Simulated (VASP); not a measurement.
A run of VASP 6.6.1 is set up as follows.

The input INCAR:

```
PREC = Accurate
ENCUT = 520
EDIFF = 1E-7
ISMEAR = -1
SIGMA = 0.05
LREAL = F
LASPH = T
NELM = 60
ALGO = Normal
ISIF = 2
LWAVE = F
LCHARG = F
LDIPOL = T
IDIPOL = 3
DIPOL = 0.5 0.5 0.500
GGA = PE
EFIELD = 0
LVHAR = T
LVACPOTAV = T
```

Contents of KPOINTS:

```
Automatic mesh
0
Gamma
  12 12 1
```

Contents of POSCAR:

```
Zn
1.0
    2.6169740200      0.0000000000      0.0000000000
   -1.3084870100      2.2681701736      0.0000000000
    0.0000000000      0.0000000000     27.1587934876
Zn
6
Direct
    0.3393536486      0.6787072973      0.2761536518
    0.0115275509      0.0230551018      0.3651252919
    0.3508811995      0.7017623991      0.4550417640
    0.6902348482      0.3804696963      0.5449582360
    0.3624087504      0.7248175009      0.6339298761
    0.7017623991      0.4035247981      0.7238463482
```

Potentials or basis: VASP PAW PBE potentials, release 64 (Zn).

Launch:

```sh
$ cat potpaw_PBE.64/Zn/POTCAR > POTCAR
$ mpirun -np 1 vasp_std > vasp.out
```

Task: What does it give for the work function of the upper face?

Result: 4.05 eV.

Task: Estimate the work function of the lower face.

Result: 4.06 eV.

Task: Estimate the band gap on the k mesh.

Result: None (metal or under the smearing width).

Forces in eV/Å, atoms in the order of the input:
```
Zn   0.000  0.012 -0.211
Zn   0.000 -0.003  0.021
Zn   0.000  0.000  0.001
Zn   0.000  0.005 -0.016
Zn   0.000 -0.003  0.037
Zn   0.000 -0.011  0.168
```
